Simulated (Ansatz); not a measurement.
# Sb2Te3, response to strain

Start from Sb$_{2}$Te$_{3}$ in the Bi2Te3 type structure (space group R-3m, No. 166; a = 4.287 Å, c = 30.930 Å (hexagonal axes)). Axes: x lies along a and z along c of the hexagonal cell.

Strains are applied to the cell and any free atomic positions relax; under biaxial strain the out-of-plane vector relaxes too.

Method: r2SCAN+rVV10, PAW, 500 eV (Ansatz, an electronic-structure program; no spin-orbit coupling), earlier PAW set.

Candidates:
(a) isotropic strain −4.25 %
(b) biaxial strain −0.36 %, plane normal [001], relaxed out of plane
(c) biaxial strain −2.70 %, plane normal [001], relaxed out of plane
(d) isotropic strain −1.37 %

Before the change:

The band gap is 0.27 eV.

Question: Order them by band gap, lowest first.

Answer: (a) isotropic strain −4.25 % (zero), (d) isotropic strain −1.37 % (0.14 eV), (c) biaxial strain −2.70 %, plane normal [001], relaxed out of plane (0.21 eV), (b) biaxial strain −0.36 %, plane normal [001], relaxed out of plane (0.29 eV)

A case with no gap was solved on a k-mesh chosen for an insulator, which is coarse for it. With Sb and Te present, leaving out spin-orbit coupling can change the band edges. No phonon test of stability was made. The final runs are not spin-polarised. The zero or small gap of Sb2Te3 can change with the level of theory.
